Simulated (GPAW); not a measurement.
**Moving the functional in CsSnI3**

```xyz
5
Lattice="6.2057 0.0000 0.0000 0.0000 6.2057 0.0000 0.0000 0.0000 6.2057" Properties=species:S:1:pos:R:3 pbc="T T T"
Cs    0.0000    0.0000    0.0000
I     3.1029    3.1029    0.0000
I     3.1029    0.0000    3.1029
I     0.0000    3.1029    3.1029
Sn    3.1029    3.1029    3.1029
```

The cell comes from a database or a generator and needn't be the form met in nature.

The cell was measured well above room temperature.

Kept alike: task band structure; k mesh 5 × 5 × 5; occupations fermi-dirac, width 0.05 eV; no spin polarisation. Program: GPAW, potentials by row: the program's PAW data sets (release 1.2.1) made for this functional (LDA); GPAW PAW data sets (gpaw-data 1.2.1) (PBE, r2SCAN on files made for PBE); PAW data sets generated for this functional (PBEsol), cutoff 600 eV. The mesh is that of the run's cell of 5 atoms. No spin-orbit coupling.

```csv
functional,band gap (eV),pressure (GPa)
LDA,0.290,-1.57
PBE,0.297,0.52
PBEsol,0.251,-0.69
r2SCAN,0.399,0.06
```

Pressure is positive in compression; the values hold the error of the finite cutoff, so their zero can differ a little from the energy's minimum. Spin-orbit coupling, left out here, moves the band edges of heavy atoms and can close or invert small gaps. Gaps are the smaller of the mesh's and the band path's.

What does the functional change here?

The band gap runs from 0.251 (PBEsol) to 0.399 eV (r2SCAN). From PBE: LDA -0.007; PBEsol -0.046; r2SCAN +0.102. The pressure runs from -1.57 (LDA) to 0.52 GPa (PBE). From PBE: LDA -2.09; PBEsol -1.21; r2SCAN -0.46.
